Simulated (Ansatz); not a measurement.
Al3Ni2: how the axes shrink under pressure

Al3Ni2, P-3m1, a = 4.003 Å, c = 4.859 Å. Ansatz: PBEsol, PAW, 420 eV, Γ-centred 12×12×8 mesh on 5 atoms, Gaussian smearing 0.10 eV; no spin polarisation. Cell and atoms are relaxed at each pressure, and no other structure is tried, so the rows at high pressure may lie past a change of phase. y = 100 ln(c/c0) with c0 = 4.8595 Å, so nearly a change in per cent. The pressures are the targets, met within 0.01 GPa.

| P (GPa) | y | 100 ln(a/a0) |
| --- | --- | --- |
| -3.0 | ? | ? |
| 0.0 | 0.00 | 0.00 |
| 3.0 | -0.63 | -0.70 |
| 8.0 | -1.57 | -1.74 |
| 15.0 | -2.72 | -3.01 |
| 30.0 | -4.74 | -5.24 |
| 60.0 | -7.74 | -8.57 |

Task: Fit y = c1 P + c2 P² to the other rows, give the linear compressibility along c, and predict the missing y.

Result: Least squares on the rows shown. y = −0.1937 P + 0.001084 P². The linear compressibility along c is −c1/100 = 1.94 per TPa, against 2.14 along a from the same fit to the last column (its missing entry is 0.75): the crystal is about as stiff along both at low pressure. The runs next to zero pressure give 2.19 and 2.42, so a parabola over the whole range misstates the start. With a term in P³ added, the coefficient of P becomes -0.2127, 10 % more, which shows how far this figure hangs on the form. At P = -3.0 the fit asked for gives 0.59. The run gave 0.69, so the fit is 0.10 too low, within twice the rms miss on the fitted rows (0.07).